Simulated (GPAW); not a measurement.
Here is a GPAW 26.7.0 calculation.

The input run.py:

```python
from ase.calculators.mixing import SumCalculator
from ase.eos import EquationOfState
from ase.io import Trajectory, read
from ase.units import GPa
from dftd3.ase import DFTD3
from gpaw import GPAW, PW

atoms = read('NaCl.cif')

traj = Trajectory('eos.traj', 'w')
volumes, energies = [], []
for x in [0.94, 0.96, 0.98, 1.0, 1.02, 1.04, 1.06]:
    a = atoms.copy()
    a.set_cell(atoms.cell * x**(1 / 3), scale_atoms=True)
    calc = GPAW(mode=PW(800),
                xc='revPBE',
                kpts={'size': (6, 6, 6), 'gamma': True},
                occupations={'name': 'fermi-dirac', 'width': 0.05},
                nbands=15,
                convergence={'density': 1e-05, 'energy': 1e-05},
                maxiter=150,
                txt=f'eos-{x:.2f}.txt')
    a.calc = SumCalculator([calc, DFTD3(method='revpbe', damping='d3zero')])
    energies.append(a.get_potential_energy())
    volumes.append(a.get_volume())
    p = -a.get_stress()[:3].mean() / GPa
    calc.write(f'eos-{x:.2f}.gpw')
    traj.write(a)
    print(f'{x:.2f} {volumes[-1]:10.4f} A^3 {energies[-1]:14.6f} eV {p:9.3f} GPa', flush=True)

v0, e0, B = EquationOfState(volumes, energies, eos='birchmurnaghan').fit()
print(f'V0 = {v0:.4f} A^3, E0 = {e0:.6f} eV, B0 = {B / GPa:.2f} GPa')
```

NaCl.cif

```cif
data_NaCl
_cell_length_a 3.50219000
_cell_length_b 3.50219000
_cell_length_c 3.50219000
_cell_angle_alpha 90.00000000
_cell_angle_beta 90.00000000
_cell_angle_gamma 90.00000000
_space_group_name_H-M_alt 'P1'
_space_group_name_Hall 'P 1'
_space_group_IT_number 1
loop_
_space_group_symop_operation_xyz
'x,y,z'
loop_
_atom_site_label
_atom_site_type_symbol
_atom_site_symmetry_multiplicity
_atom_site_Wyckoff_symbol
_atom_site_fract_x
_atom_site_fract_y
_atom_site_fract_z
_atom_site_occupancy
Cl1 Cl 1 a 0.5000000000 0.5000000000 0.5000000000 1
Na1 Na 1 a 0.0000000000 0.0000000000 0.0000000000 1
```

Potentials or basis: the program's PAW data sets (release 1.2.1) made for this functional, pw.

Command:

```sh
$ OMP_NUM_THREADS=1 python run.py
```

Q: Predict the bulk modulus.

A: 22 GPa (rough).

Q: Estimate the equilibrium volume.

A: 23.37 Å³/atom (rough: see the caveat).

Energy against volume, from the lowest point:
| volume (Å³/atom) | energy (meV/atom) |
| --- | --- |
| 20.189 | 34.49 |
| 20.619 | 24.80 |
| 21.048 | 16.85 |
| 21.478 | 10.51 |
| 21.907 | 5.66 |
| 22.337 | 2.19 |
| 22.766 | 0.00 |

Caveat: the minimum lies outside the volumes run.
